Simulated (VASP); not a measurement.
A run of VASP 6.6.1 is set up as follows.

INCAR

```
SYSTEM = FeO
PREC = Accurate
ENCUT = 520
EDIFF = 1E-7
ISMEAR = -1
SIGMA = 0.05
LREAL = .FALSE.
LASPH = .TRUE.
NELM = 150
ALGO = Normal
ISIF = 2
LWAVE = .FALSE.
LCHARG = .FALSE.
ISPIN = 2
MAGMOM = 3 0
LORBIT = 11
LMAXMIX = 4
GGA = PS
NBANDS = 18
```

KPOINTS

```
Automatic mesh
0
G
  11 11 11
  0 0 0
```

POSCAR

```
FeO
1.0
    1.5188209023      0.8768916568      2.5195772846
   -1.5188209023      0.8768916568      2.5195772846
    0.0000000000     -1.7537833136      2.5195772846
Fe O
1 1
Direct
    0.0034910000      0.0005930000      0.0019330000
    0.4817370000      0.5186330000      0.4814880000
```

Potentials or basis: VASP PAW PBE potentials, release 64 (Fe, O).

Run with:

```console
$ cat potpaw_PBE.64/Fe/POTCAR potpaw_PBE.64/O/POTCAR > POTCAR
$ mpirun -np 1 vasp_std > vasp.out
```

Estimate the largest force.

0.239 eV/Å.

What does it give for the pressure?

-8.5 GPa.

What does it give for the net moment?

4.00 μB per cell.

Stress tensor (GPa, compression positive):
```
-7.73 -0.66  0.89
-0.66 -8.47 -0.51
 0.89 -0.51 -9.20
```

Caveat: the PAW data sets were made with another functional, which shifts forces and pressure a little; a cell with one magnetic atom can't hold antiferromagnetic order, which such compounds often take.
